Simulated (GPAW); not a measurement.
A run of GPAW 26.7.0:

The input run.py:

```python
import numpy as np
from ase.dft.bandgap import bandgap
from ase.io import read, write
from ase.units import GPa
from gpaw import GPAW, PW
from gpaw.spinorbit import soc_eigenstates

atoms = read('POSCAR')

calc = GPAW(mode=PW(600),
            xc='MGGA_X_R2SCAN+MGGA_C_R2SCAN',
            kpts={'size': (6, 6, 6), 'gamma': True},
            occupations={'name': 'fermi-dirac', 'width': 0.05},
            nbands=18,
            convergence={'density': 1e-05, 'energy': 1e-05},
            maxiter=150,
            txt='gpaw.txt')
atoms.calc = calc
energy = atoms.get_potential_energy()
forces = atoms.get_forces()
stress = atoms.get_stress()
calc.write('gs.gpw')
write('result.traj', atoms)
print(f'Energy: {energy:.6f} eV')
print('Forces (eV/A):')
print(forces.round(4))
print('Stress (GPa):', (stress / GPa).round(3))
print('Fermi level:', round(calc.get_fermi_level(), 4), 'eV')
print(f'Gap: {bandgap(calc)[0]:.4f} eV, direct: {bandgap(calc, direct=True)[0]:.4f} eV')

path = atoms.cell.bandpath('GXWKGLUWLK,UX', npoints=80, eps=1e-4)
bs_calc = calc.fixed_density(kpts=path, symmetry='off', nbands=29,
                             convergence={'bands': 'CBM+6.0', 'eigenstates': 1e-6}, txt='bands.txt')
bs = bs_calc.band_structure()
bs.write('bs.json')
print(f'Gap on the path: {bandgap(bs_calc)[0]:.4f} eV')

soc = soc_eigenstates(bs_calc, theta=54.7, phi=45, ignore_xc_potential=True)
np.savetxt('soc_bands.dat', soc.eigenvalues(), fmt='%.4f')
mesh = soc_eigenstates('gs.gpw', theta=54.7, phi=45, ignore_xc_potential=True)
np.savetxt('soc_mesh.dat', mesh.eigenvalues(), fmt='%.4f')
print('Fermi level with spin-orbit coupling:', round(mesh.fermi_level, 4), 'eV')
```

Contents of POSCAR:

```
ZnSe
1.0
    0.0000000000      2.8338000000      2.8338000000
    2.8338000000      0.0000000000      2.8338000000
    2.8338000000      2.8338000000      0.0000000000
Se Zn
1 1
Direct
    0.7500000000      0.7500000000      0.7500000000
    0.0000000000      0.0000000000      0.0000000000
```

Potentials or basis: GPAW PAW data sets (gpaw-data 1.2.1), pw.

Command:

```console
$ OMP_NUM_THREADS=1 python run.py
```

Hardware: 1 thread of Intel(R) Xeon(R) Platinum 8259CL CPU @ 2.50GHz (Skylake/Cascade Lake), on a shared host.

Q: Estimate the wall time of this run.

A: It took 3 min on 1 thread of Intel(R) Xeon(R) Platinum 8259CL CPU @ 2.50GHz (Skylake/Cascade Lake) (shared host), peak memory 0.38 GiB. Counts: scf iterations 20, plane waves 1536, bands 18, k points 16.
